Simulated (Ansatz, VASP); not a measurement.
## Two plane-wave programs on Hg2Se

INCAR

```
SYSTEM = Hg2Se
  PREC = Accurate
  ENCUT = 520
  EDIFF = 1E-7
  ISMEAR = 0
  SIGMA = 0.1
  LREAL = .FALSE.
  LASPH = .TRUE.
  NELM = 100
  ALGO = Normal
  ISIF = 2
  LWAVE = .FALSE.
  LCHARG = .FALSE.
  GGA = PE
  NBANDS = 22
```

File KPOINTS:

```
Automatic mesh
0
G
  12 12 10
  0 0 0
```

File POSCAR:

```
Hg2Se
1.0
    4.1532357539      0.0000000000      0.0000000000
   -2.0766178769      3.5968076708      0.0000000000
    0.0000000000      0.0000000000      5.1302253869
Hg Se
2 1
Direct
    0.6666666667      0.3333333333      0.1822306621
    0.3333333333      0.6666666667      0.8177693379
    0.0000000000      0.0000000000      0.5000000000
```

Input for Ansatz:

```yaml
crystal:
  lattice:
    - [4.1532357539, 0.0, 0.0]
    - [-2.0766178769, 3.5968076708, 0.0]
    - [0.0, 0.0, 5.1302253869]
  atoms:
    - { symbol: Hg, position: [0.6666666667, 0.3333333333, 0.1822306621] }
    - { symbol: Hg, position: [0.3333333333, 0.6666666667, 0.8177693379] }
    - { symbol: Se, position: [0.0, 0.0, 0.5] }
basis:
  ecutwfc: 420
kpoints:
  mp_grid: { grid: [12, 12, 10] }
  band_path:
    path:
      - [[0.0, 0.0, 0.0], [0.5, 0.0, 0.0], [0.33333333, 0.33333333, 0.0], [0.0, 0.0, 0.0], [0.0, 0.0, 0.5], [0.5, 0.0, 0.5], [0.33333333, 0.33333333, 0.5], [0.0, 0.0, 0.5]]
      - [[0.5, 0.0, 0.5], [0.5, 0.0, 0.0]]
      - [[0.33333333, 0.33333333, 0.5], [0.33333333, 0.33333333, 0.0]]
    npoints: 14
hamiltonian:
  xc: pbe
scf:
  occupations: { method: gaussian, width: 0.1 }
  n_extra_bands: 7
output:
  forces: true
  stress: true
  eigenvalues: true
  populations: true
  dos: { projected: true, de: 0.02, nscf_kmesh: { grid: [15, 15, 12] } }
  bader: true
  write_density: true
  write_potential: true
  elf: true
  volumetric_format: npy
```

The cell was built by a generator and needn't be a form met in nature.

Alike in both runs: task single point; functional PBE; k mesh 12 × 12 × 10; occupations gaussian, width 0.1 eV; no spin polarisation.

|  | VASP | Ansatz |
| --- | --- | --- |
| version | VASP 6.6.1 | Ansatz 0.2.0 |
| potentials or method | VASP PAW PBE potentials, release 64 (Hg, Se) | scalar-relativistic, plane waves, PAW |
| plane-wave cutoff (eV) | 520 | 420 |
| valence electrons in the cell | 30 | 56 |

```csv
,VASP,Ansatz,Ansatz less VASP
gap on the k mesh at the Fermi level (eV),none,none,-
pressure (GPa),0.3,0.0,-0.25
rms of the force components (eV/Å),0.005,0.000,-0.0047
```

Atom by atom the forces differ by 0.005 eV/Å (rms over components). A gap of «none» marks a metal or a gap that the smearing closes. The two sets of potentials don't hold the same shells in valence.

The runs have no spin-orbit coupling, so splittings on Hg are missing.
